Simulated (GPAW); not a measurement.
Input of a GPAW 26.7.0 run:

run.py

```python
from ase.dft.bandgap import bandgap
from ase.io import read, write
from ase.units import GPa
from gpaw import GPAW, PW

atoms = read('In.xyz')

calc = GPAW(mode=PW(450),
            xc='PBE',
            kpts={'size': (9, 9, 9), 'gamma': True},
            occupations={'name': 'fermi-dirac', 'width': 0.05},
            nbands=14,
            maxiter=120,
            txt='gpaw.txt')
atoms.calc = calc
energy = atoms.get_potential_energy()
forces = atoms.get_forces()
stress = atoms.get_stress()
calc.write('gs.gpw')
write('result.traj', atoms)
print(f'Energy: {energy:.6f} eV')
print('Forces (eV/A):')
print(forces.round(4))
print('Stress (GPa):', (stress / GPa).round(3))
print('Fermi level:', round(calc.get_fermi_level(), 4), 'eV')
print(f'Gap: {bandgap(calc)[0]:.4f} eV, direct: {bandgap(calc, direct=True)[0]:.4f} eV')
```

Contents of In.xyz:

```xyz
1
Lattice="-1.6254700000 1.6254700000 2.4737000000 1.6254700000 -1.6254700000 2.4737000000 1.6254700000 1.6254700000 -2.4737000000" Properties=species:S:1:pos:R:3 pbc="T T T"
In     0.0000000000      0.0000000000      0.0000000000
```

Potentials or basis: GPAW PAW data sets (gpaw-data 1.2.1), pw.

Run with:

```sh
$ OMP_NUM_THREADS=1 python run.py
```

(1) Estimate the band gap on the k mesh.

(2) Predict the pressure.

## Answers

(1) none (metal or under the smearing width).

(2) -0.2 GPa.

Caveat: the cutoff is short for stress and forces, so pressures can be off by a GPa or more.
